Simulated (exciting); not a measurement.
Wanted: the native input for an exciting (release sodium) run.

```yaml
Task: single point
Functional: PBE
Potentials_or_basis: all-electron LAPW+lo, shipped species files, valence relativity iora*
rgkmax: 9
k_mesh: 10 × 10 × 10
Occupations: gaussian, width 0.1 eV
Spin: no spin polarisation
outputlevel: low
gmaxvr_cutoff_of_density_and_potential: 14 1/bohr
lmaxapw_and_lmaxmat: 10
lmaxvr: 8
nempty: 8
Valence_relativity: iora*
epsengy: 1e-05 Ha
epspot: 1e-05 Ha
maxscl: 60
Muffin-tin_radii: Sn 2.3 bohr
```

Crystal: Sn.

```
Sn
1.0
    -1.89465    1.89465    1.89465
     1.89465   -1.89465    1.89465
     1.89465    1.89465   -1.89465
Sn
1
Cartesian
  0.0000 0.0000 0.0000
```

This isn't the form of Sn at room conditions, which is tetragonal (white tin).

These files were run (other wordings do the same):

input.xml

```xml
<input>
  <title>Sn</title>
  <structure speciespath="./" tshift="false">
    <crystal scale="1">
      <basevect>-3.580373039812 3.580373039812 3.580373039812</basevect>
      <basevect>3.580373039812 -3.580373039812 3.580373039812</basevect>
      <basevect>3.580373039812 3.580373039812 -3.580373039812</basevect>
    </crystal>
    <species speciesfile="Sn.xml" rmt="2.3">
      <atom coord="0.000000000000 0.000000000000 0.000000000000"/>
    </species>
  </structure>
  <groundstate do="fromscratch" ngridk="10 10 10" rgkmax="9" gmaxvr="14" lmaxapw="10" lmaxmat="10" lmaxvr="8" xctype="GGA_PBE" stype="Gaussian" swidth="0.00367493" nempty="8" ValenceRelativity="iora*" epsengy="1e-05" epspot="1e-05" maxscl="60" tforce="true" outputlevel="low"/>
  <properties>
    <chargedensityplot>
      <plot3d>
        <box grid="17 17 17">
          <origin coord="0 0 0"/>
          <point coord="1 0 0"/>
          <point coord="0 1 0"/>
          <point coord="0 0 1"/>
        </box>
      </plot3d>
    </chargedensityplot>
    <elfplot>
      <plot3d>
        <box grid="17 17 17">
          <origin coord="0 0 0"/>
          <point coord="1 0 0"/>
          <point coord="0 1 0"/>
          <point coord="0 0 1"/>
        </box>
      </plot3d>
    </elfplot>
    <exccplot>
      <plot3d>
        <box grid="17 17 17">
          <origin coord="0 0 0"/>
          <point coord="1 0 0"/>
          <point coord="0 1 0"/>
          <point coord="0 0 1"/>
        </box>
      </plot3d>
    </exccplot>
  </properties>
</input>
```

Potentials or basis: all-electron LAPW+lo, shipped species files, valence relativity iora*.

The run is started by

```console
$ OMP_NUM_THREADS=1 exciting_smp
```

Results of the run:

* Band gap on the k mesh: none (metal or under the smearing width)
* Density of states at the Fermi level: 0.88 states/eV per cell

Caveat: the log's total energy holds no entropy term; the free energy is that total less TS from the occupations.

Wall time 42 s on 1 thread of Arm Neoverse V2, with other jobs on the host, peak memory 0.1 GiB.
